**Question.** I am comparing computed structures of TiO2. "Over lowest" is the energy per atom above the lowest structure in the list.

TiO2 structures computed with Ansatz 0.2.0, using PBE, plane waves with PAW datasets and a 420 eV cutoff, scalar-relativistic. The six database cells were run without spin polarization; the random start was run with collinear spin and relaxed to zero moment. Cell and atoms were relaxed at zero pressure, keeping the symmetry of the start, so a cell may be a saddle point rather than a minimum. Energies leave out zero-point motion. The list is a selection: failed runs and some with known faults are left out.

```
   found from  space group number  atoms in cell  volume per atom (Å³)  over lowest (meV/atom)
database cell                  12             12                 12.16                     0.0
database cell                 141              6                 11.67                     6.0
database cell                  60             12                 10.47                    33.0
database cell                  87             12                 12.17                    38.0
database cell                 136              6                 10.65                    39.0
database cell                  14             12                  9.96                    70.0
 random start                 115              6                 10.28                  1472.0
```

The roomy cells seem to lie low and the densest database cell lies high, but space group 87 is as roomy as the winner and still loses. Rutile, the stable form at ordinary conditions, comes fifth. And what happened to the random start? Is volume the right thing to look at?

**Answer.** Volume is the second thing to look at. The first is how the atoms sit around one another: which are neighbours, and at what distances. The cells identify most rows: 12 is TiO2(B), 141 anatase, 60 the columbite type, 136 rutile and 14 the baddeleyite type.

Most of the binding in TiO2 comes from titanium and its nearest oxygens. In anatase, rutile and the columbite type, each titanium sits in an octahedron of six oxygens, and each oxygen touches three titaniums. The structures differ in how the octahedra share edges and corners, and in how distorted they are. Ti⁴⁺ has no d electrons left that would strongly favour one linkage, so theory leads us to expect small differences. These three indeed lie within 33 meV/atom of one another, about 0.1 eV per TiO2 unit.

The baddeleyite type changes the first shell itself: titanium has seven oxygen neighbours. Ti⁴⁺ is small, so seven oxygens crowd one another and the bonds lengthen. The extra bond doesn't fully repay the weakening of the others, which is a plausible reason for the highest energy among the database cells, 70 meV/atom. What the structure gains is compactness, which pays off under pressure.

The size of that payment follows from the enthalpy, $H = E + PV$, where $E$ is the energy, $P$ the pressure and $V$ the volume. If the cells are treated as rigid, two structures have equal enthalpy at $P = \Delta E/\Delta V$. From anatase to the columbite type the energy rises by 33 − 6 = 27 meV/atom, while the volume shrinks by 11.67 − 10.47 = 1.20 Å³/atom. The ratio is 22.5 meV/Å³, or about 3.6 GPa. The same step from the columbite type to the baddeleyite type needs about 12 GPa, because more energy buys less volume. These are rough values: real cells compress, and any error in the energy differences carries over.

Volume alone, however, is a poor guide to the energies at zero pressure. A straight line in volume, fitted to the six database cells, predicts a cell left out of the fit with a typical error of 25 meV/atom. Guessing the average of the other cells gives 28, hardly worse. The line misses space group 87 by the most. Among the other five cells the energy does rise as the cells get denser, except that rutile and the columbite type swap places.

Space group 87 has practically the same volume as TiO2(B) but lies 38 meV/atom higher, so no rule based on volume alone can get both right. Volume records how much empty space there is, not how the polyhedra around it are joined or strained. A less favourable linkage is a plausible reason for the difference, but the bond lengths and neighbour counts that would test it aren't given here.

Rutile is a different matter, because here the calculation disagrees with nature. PBE puts it 33 meV/atom above anatase, although rutile is the stable form at ordinary conditions. PBE is known to favour anatase too much, though the atomic vibrations left out here may shift the order as well. One likely contributor is the missing long-range dispersion attraction, which generally favours denser structures, so part of the apparent advantage of the roomy cells probably belongs to PBE rather than to TiO2. That includes the winner: in nature TiO2(B) is metastable and turns into anatase on heating.

Could a correction that simply rewards density repair the order? Suppose it is an energy penalty proportional to volume, just strong enough to bring rutile level with anatase. The columbite type is denser than rutile and already 6 meV/atom lower, so it gains even more and ends about 12 meV/atom below rutile. Putting rutile at the bottom therefore takes something that depends on the arrangement of the atoms, as real dispersion does through the individual distances. The starting gap of 6 meV/atom is small, though, and no test of its convergence with the plane-wave cutoff is given here.

The random start belongs to another energy scale. Its volume is ordinary, between those of the baddeleyite and columbite types, yet it lies 4.4 eV per TiO2 above the lowest cell, about twenty times the whole span of the database cells. Missing bonds aren't the reason: in the relaxed cell each titanium has six oxygens, two at 1.98 Å and four at 2.20 Å, and each oxygen has three titaniums, the same counts as in anatase and rutile. What stands out is the distance between neighbouring oxygens, with contacts of only 1.90–1.99 Å. In the usual TiO2 structures oxygens stay about 2.5 Å apart or more. Oxide ions pushed so close together repel strongly, which is the likely reason for the high energy. The relaxation kept the symmetry of the start, which may have prevented the oxygens from moving apart. I would not call it a polymorph before relaxing it again from slightly displaced atoms, without symmetry.

So for another TiO2 structure, check the neighbours of titanium first, and then the distances between oxygens, since the random start has the usual neighbour counts and still lies far too high. If the usual octahedra are intact and not badly strained, expect an energy within some tens of meV per atom of the others, and use the volume to judge what pressure will do. To choose the phase for a real process, don't rely on this PBE order: on heating, anatase turns into rutile.

The analysis program printed:

```
fit of en on 6 rows (db): constant 254.2 +/- 101, coefficient of vol -19.97 +/- 9; rms 15.5, worst database cell -26.8, leave-one-out rms 25.1
  rows outside the fit (model, value, miss): random start 48.97, 1472, -1423
leave-one-out rms when the mean of the other database cells is the guess, meV/atom: 27.82
I4/m above TiO2(B) at nearly equal volume, meV/atom: 38
least possible larger miss of any rule giving these two one energy, meV/atom: 19
rutile above anatase, meV/atom: 33
rutile above columbite-type, meV/atom: 6
rutile volume less columbite-type volume, A^3/atom: 0.18
rigid-cell crossing TiO2(B) to anatase, GPa: 1.962
rigid-cell crossing anatase to columbite-type, GPa: 3.605
rigid-cell crossing columbite-type to baddeleyite-type, GPa: 11.62
energy per volume needed to level rutile with anatase, meV/A^3: 32.35
What-if with that volume term, energies over rutile:
            row  space_group  PBE_meV_atom  with_term_meV_atom
  database cell           12           -39               9.853
  database cell          141           -33                   0
  database cell           60            -6              -11.82
  database cell           87            -1               48.18
  database cell          136             0                   0
  database cell           14            31               8.676
   random start          115          1433                1421
span of the database cells, eV per TiO2: 0.21
random-start cell over lowest, eV per TiO2: 4.416
```
